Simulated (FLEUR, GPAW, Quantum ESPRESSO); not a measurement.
## Pb: programs and potentials compared

```
Pb
1.0
     0.00000    2.47502    2.47502
     2.47502    0.00000    2.47502
     2.47502    2.47502    0.00000
Pb
1
Cartesian
  0.0000 0.0000 0.0000
```

Alike in all runs: task equation of state; functional PW91; k mesh 9 × 9 × 9; occupations fermi-dirac, width 0.05 eV; no spin polarisation; no spin-orbit coupling.

| program and potentials | plane-wave cutoff (eV) | notes | equilibrium volume (Å³/atom) | bulk modulus (GPa) |
| --- | --- | --- | --- | --- |
| Quantum ESPRESSO, PseudoDojo 0.4.1 SR PBE standard | 762 | potentials made for PBE | 31.79 | 40.3 |
| FLEUR, all-electron, FLAPW | - | - | 31.80 | 40.2 |
| GPAW, PAW data sets generated for this functional | 600 | - | 31.61 | 41.1 |

The equilibrium volume spans 31.61 (GPAW, PAW data sets generated for this functional) to 31.80 Å³/atom (FLEUR, all-electron, FLAPW), with all-electron results at 31.80. The bulk modulus spans 40.2 (FLEUR, all-electron, FLAPW) to 41.1 GPa (GPAW, PAW data sets generated for this functional), with all-electron results at 40.2. For a metal such a mesh isn't converged, which the comparison doesn't need.

The functional is the same throughout but for its coding, so the spread measures potentials, basis and numerics; runs on potential files found faulty are left out.

The PBE-generated pseudopotential reproduces the all-electron equation of state almost exactly, at 31.79 against 31.80 Å³/atom, whereas the PAW data sets built for PW91 give a slightly smaller, stiffer crystal. Matching the functional used to generate the potential is therefore not what limits agreement here. That is plausible because PW91 and PBE have very similar exchange-correlation energies, and the core-valence interaction they produce carries over well. The PAW offset more likely reflects the construction of the data set, such as its projectors or its treatment of the 5d shell, though the basis and numerics could also contribute. Across all three rows the bulk modulus rises as the volume falls, as expected when a shorter equilibrium spacing samples a steeper part of the binding curve.

Close agreement between programs doesn't imply agreement with experiment: all three volumes are too large and the moduli too low for real lead. This shared error probably stems from the underbinding typical of gradient-corrected functionals in heavy metals, with the neglect of spin-orbit coupling in the 6p bands another possible influence.
